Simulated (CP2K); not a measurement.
The system is MoS2.

```
Mo S
1.0
     6.41491    0.00000    0.00000
     5.63659    3.06265    0.00000
     5.63659    1.43243    2.70702
Mo S
1 2
Direct
  0.00000 0.00000 0.00000
  0.41700 0.41700 0.41700
  0.25000 0.25000 0.25000
```

Measurements of this composition are mostly on another form, of space group No. 194.

Program: CP2K 2026.2. Alike in all runs: no spin polarisation; cell as given; k mesh 10 × 10 × 10; smearing fermi-dirac 0.05 eV. Hardware: 1 thread of Arm Neoverse V2, with other jobs on the host.

Order these runs on this cell by their wall time, lowest first.
A. task band structure; level LDA; potentials or basis GTH_POTENTIALS Mo GTH-PADE-q14, S GTH-PADE-q6; TZVP-MOLOPT-PBE-GTH basis; EPS_DEFAULT 1.0E-9; NGRIDS 4; CUTOFF of the grids 450 Ry
B. task single point; level r2SCAN+D3(BJ); potentials or basis POTENTIAL_UZH Mo GTH-SCAN-q14, S GTH-SCAN-q6; TZVP-MOLOPT-SCAN-GTH basis; EPS_DEFAULT 1.0E-9; NGRIDS 5; D3 from the s-dftd3 library (D3_REFERENCE_CODE) yes; CUTOFF of the grids 675 Ry; cutoff radius of the dispersion sum (A) 20
C. task band structure; level TB-mBJ; potentials or basis POTENTIAL_UZH Mo GTH-PBE-q14, S GTH-PBE-q6; TZVP-MOLOPT-PBE-GTH basis; EPS_DEFAULT 1.0E-10; NGRIDS 4; CUTOFF of the grids 675 Ry

A (82 s), B (180 s), C (620 s).

Caveats: this is a model potential without an energy functional, so only levels have meaning (some runs).

Not every run made on this cell is shown here.
